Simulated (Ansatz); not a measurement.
**GaP, explained**

**The experiment.** The Crystallography Open Database holds a cell as deposited of cubic GaP (space group F-43m), temperature not stated (1963): a = 5.450 Å, 20.24 Å³/atom.

“Stacking defects in GaP nanowires: Electronic structure and optical properties”, 2018, arxiv:1810.01194 quotes, for a bulk crystal of GaP at 10 K: band gap 2.34 eV (indirect).

“Phosphorous dimerization in GaP at high pressure”, 2017, arxiv:1709.06667 reports, for a bulk crystal of GaP: bulk modulus 87.5 ± 0.6 GPa.

The results are compared with them further down.

The computed numbers are results of PBEsol, scalar-relativistic (no spin polarisation) in the plane-wave PAW code Ansatz at 420 eV, Γ-centred 10×10×10 mesh, 0.05 eV Gaussian smearing. The datasets are Ansatz's generated set soft_2.

The chain of runs began from a cell as deposited in COD, expanded in volume.

The relaxed structure (symmetry read at 0.01 Å). The structure is cubic, space group F-43m (No. 216). The conventional cell has a = 5.438 Å, b = 5.438 Å, c = 5.438 Å, α = 90.00°, β = 90.00°, γ = 90.00°. Around Ga (site symmetry -43m) lie 4 P at 2.35 Å. P (site symmetry -43m) has 4 Ga at 2.35 Å as nearest neighbours. (Shells end 15 % past the nearest neighbour.)

Should it be a metal or an insulator?

Formal charges Ga³⁺, P³⁻ balance and leave closed shells on every ion, so a band insulator is expected, and the gap is 1.45 eV.

What kind of gap is it?

It is indirect: 1.45 eV, against 1.80 eV for the smallest direct gap. Within 0.6 eV of the edges the projected states are 82 % P 3p at the top of the valence band and 40 % Ga 4p at the bottom of the conduction band. The conduction edge mixes several shells, so no single label fits the gap.

How stiff is it, in energy terms?

B0·V0 = 84.9 GPa × 20.11 Å³ = 10.66 eV/atom sets the scale: near the minimum ΔE ≈ ½ B0 V0 x², with x = V/V0 − 1, and a pressure of 0.8 GPa squeezes the volume by about 1 %. At the ends of the curve: x = −4.0 % predicts 8.5 meV/atom and the run gives 9.2; x = +4.0 % predicts 8.5 meV/atom and the run gives 7.9. Compression costs more and expansion less than the parabola says, since the crystal stiffens as it shrinks; B0′ measures that.

Which Debye temperature follows from the elastic moduli?

K = 85 GPa and G = 53 GPa (Hill). With a density of 4.158 g/cm³ (mean mass 50.3 u, 20.11 Å³/atom), K = 85.0 and G = 53.1 GPa from the unrounded constants, v_l = √((K + 4G/3)/ρ) = 6120 m/s and v_t = √(G/ρ) = 3570 m/s. The mean [(1/v_l³ + 2/v_t³)/3]^(−1/3) is 3960 m/s, and θ_D = (ħ/k_B)(6π²/V)^(1/3) v_m ≈ 430 K, with V the volume an atom.

All results together:

- Volume: 20.11 Å³/atom
- Band gap: 1.45 eV
- Smallest direct gap: 1.80 eV
- Formation energy from the elements (0 K, uncorrected): -0.41 eV/atom
- Bulk modulus (Birch–Murnaghan): 85 GPa
- Pressure derivative B0′: 4.5
- Shear modulus (Hill): 53 GPa
- Young's modulus: 132 GPa
- Poisson's ratio: 0.24
- Elastically stable: yes

**Against experiment.** PBEsol gives 5.438 Å and 20.11 Å³/atom, −0.7 % in volume (−0.2 % in length) from the database's cell. PBEsol was built to cure PBE's overestimate of volumes, and the static lattice lacks thermal expansion. Against the measured gap of GaP, 2.34 eV (indirect; 10 K; quoted in “Stacking defects in GaP nanowires: Electronic structure and optical properties”, 2018, arxiv:1810.01194), the calculated 1.45 eV is off by -0.89 eV. Kohn–Sham gaps of semilocal functionals mostly fall below measured ones. Temperature and excitons aren't in the calculation. A measured bulk modulus of GaP is 87.5 GPa (“Phosphorous dimerization in GaP at high pressure”, 2017, arxiv:1709.06667); the calculated 85 GPa misses it by -3.0 %.

Semilocal functionals underestimate band gaps, commonly by a third or more.
